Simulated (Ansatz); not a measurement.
Ni: single point with PBE

Ni:

```xyz
1
Lattice="0.0000 1.7376 1.7376 1.7376 0.0000 1.7376 1.7376 1.7376 0.0000" Properties=species:S:1:pos:R:3 pbc="T T T"
Ni    0.0000    0.0000    0.0000
```

```
Program             : Ansatz 0.2.0
Task                : single point
Functional          : PBE
Potentials or basis : Ansatz PAW
Cutoff              : 420 eV (not typed: the program's choice for these potentials)
k mesh              : 11 × 11 × 11
Occupations         : fermi-dirac, width 0.05 eV
Spin                : collinear spin, ferromagnetic start
Starting moments    : [0.2] μB
Fixed moment        : 0.2 μB
```

- Pressure: 7.1 GPa
- Net moment: 0.20 μB per cell
- Absolute moment: 0.23 μB per cell
- Site moments: Ni +0.21 μB

It took 0.48 s on 2 threads of Intel(R) Xeon(R) 6975P-C (Granite Rapids), on a shared host, peak memory 0.31 GiB.

Caveat: the total moment is fixed, so each spin has its own Fermi level; the thresholds are loose for stress.
